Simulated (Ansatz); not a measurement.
# How far is PAW off for SnTe?

```
Sn Te
1.0
     5.43593    0.00000    0.00000
    -2.71797    4.70766    0.00000
     0.00000    0.00000    6.52823
Sn Te
2 2
Cartesian
  0.0000 3.1384 -0.3028
  2.7180 1.5692 2.9613
  0.0000 3.1384 2.7574
  2.7180 1.5692 6.0215
```

Atom numbers follow the list: Sn1, Sn2, Te3, Te4.

The cell was built from the wurtzite type and relaxed in the same program, and has space group P6_3mc; it needn't be a known or the stable phase.

Spin–orbit coupling is left out, though it moves levels of the heavy atoms by tenths of an eV or more.

All numbers are computed: DFT, PBE, PAW with Ansatz's default frozen-core files, scalar-relativistic (Ansatz 0.2.0); DFT, PBE, all-electron LAPW, scalar-relativistic (Ansatz 0.2.0).

For PAW: a Γ-centred 9×9×5 k mesh, Fermi–Dirac smearing of 0.05 eV, cutoff 420 eV, no spin polarisation. LAPW targets a basis error of 1 meV/atom. The Ansatz runs share mesh, smearing and spin set-up. Plane-wave (PAW) pressures include the program's estimate of the Pulay term.

Stress and pressure are positive in compression.

Levels count from the top of the valence band.

PAW results:

| quantity | PAW |
| --- | --- |
| pressure (GPa) | -0.01 |
| band gap (eV) | 0.656 |
| highest filled level at H (eV) | 0.000 |
| lowest empty level at H (eV) | 0.743 |
| highest filled level at M (eV) | -0.566 |
| lowest empty level at M (eV) | 1.816 |
| highest filled level at A (eV) | -1.514 |
| lowest empty level at A (eV) | 1.241 |

Question: What does all-electron LAPW give for the same quantities?

Answer: 
| quantity | LAPW |
| --- | --- |
| pressure (GPa) | 0.00 |
| band gap (eV) | 0.656 |
| highest filled level at H (eV) | 0.000 |
| lowest empty level at H (eV) | 0.742 |
| highest filled level at M (eV) | -0.566 |
| lowest empty level at M (eV) | 1.815 |
| highest filled level at A (eV) | -1.514 |
| lowest empty level at A (eV) | 1.240 |
